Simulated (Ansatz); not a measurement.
Relaxed ZrO₂ (fluorite):

```
ZrO2
1.0
    0.00000     5.11587     5.11587
    2.55794     2.55794     5.11587
    2.55794     2.55794     0.00000
Zr O
2 4
Direct
  0.00000   0.00000   0.00000
  0.50000   0.00000   0.00000
  0.00000   0.25000   0.25000
  0.50000   0.25000   0.25000
  0.00000   0.75000   0.75000
  0.50000   0.75000   0.75000
```

The atoms are displaced by Q × the pattern below (from a DFPT mode at X = (0.5, 0.5, 0.0), largest move 1; Q in Å), at fixed cell. (q is in reciprocal vectors of the primitive cell; the cell shown is doubled to hold the pattern.)

| atom | x | y | z |
|---|---|---|---|
| O3 | 0.000 | 0.000 | 1.000 |
| O4 | 0.000 | 0.000 | -1.000 |
| O5 | 0.000 | 0.000 | 1.000 |
| O6 | 0.000 | 0.000 | -1.000 |

Atoms not listed stay in place.

Calculation: PBE (plane waves to 420 eV, PAW, scalar-relativistic; Ansatz, a first-principles code). k mesh 11×11×11 (Γ-centred), Fermi-Dirac smearing 0.05 eV. E stands for the smeared free energy. This is a high-temperature form of ZrO2. ZrO2 is run without spin polarisation. ZrO2 was relaxed with its symmetry unable to fall. The zero of ΔE is the undisplaced structure.

| Q (Å) | ΔE (meV/cell) |
|---|---|
| -0.4400 | 348 |
| -0.3667 | withheld |
| -0.2933 | -115 |
| -0.2200 | -141 |
| -0.1467 | -93 |
| -0.0733 | -29 |
| 0.0000 | 0 |
| 0.0733 | -29 |
| 0.1467 | -93 |
| 0.2200 | -141 |
| 0.2933 | -115 |
| 0.3667 | withheld |
| 0.4400 | 348 |

Q: Fit an even polynomial form (powers 2, 4, 6) to the given rows and predict ΔE at Q = -0.3667.

A: Least squares on the 11 given rows: ΔE = (-5420)·Q² + (55740)·Q⁴ + (-95340)·Q⁶, in meV/cell with Q in Å; root-mean-square residual 1.1 meV/cell. At -0.3667 the fit gives 47 meV/cell; the calculation gives 36 meV/cell, so the interpolation is off by 11 (+30.6 %). The quadratic term alone would give -729 meV/cell: it is negative, as the undisplaced cell is unstable along this move.

(A displaced cell: forces are minus the slopes of the energy, force constants its curvatures, and phonons follow from these.)
